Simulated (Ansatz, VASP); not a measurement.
## Two plane-wave programs on SnSe

```xyz
2
Lattice="0.0000 2.9728 2.9728 2.9728 0.0000 2.9728 2.9728 2.9728 0.0000" Properties=species:S:1:pos:R:3 pbc="T T T"
Sn    0.0000    0.0000    0.0000
Se    2.9728    2.9728    2.9728
```

The cell was built by a generator and needn't be a form met in nature.

Alike in both runs: functional PBEsol; k mesh 8 × 8 × 8; occupations gaussian, width 0.02 eV; no spin polarisation.

Ansatz relaxed the structure, and its values are those at the end. VASP's run is a single point on that final structure, the one shown.

|  | VASP | Ansatz |
| --- | --- | --- |
| version | VASP 6.6.1 | Ansatz 0.2.0 |
| potentials or method | VASP PAW PBE potentials, release 64 (Sn_d, Se) | scalar-relativistic, plane waves, PAW |
| plane-wave cutoff (eV) | 520 | 420 |
| valence electrons in the cell | 20 | 30 |

|  | VASP | Ansatz | Ansatz less VASP |
| --- | --- | --- | --- |
| gap on the k mesh at the Fermi level (eV) | 0.75 | 0.75 | -0.001 |
| least direct gap on the mesh (eV) | 0.82 | 0.82 | -0.002 |
| pressure (GPa) | 0.0 | 0.0 | -0.02 |

The two sets of potentials don't hold the same shells in valence.

Caveats: the PAW data sets were made with another functional, which shifts forces and pressure a little (VASP); spin-orbit coupling is left out, which moves the levels of the heavy elements. A k mesh can miss the band edges.
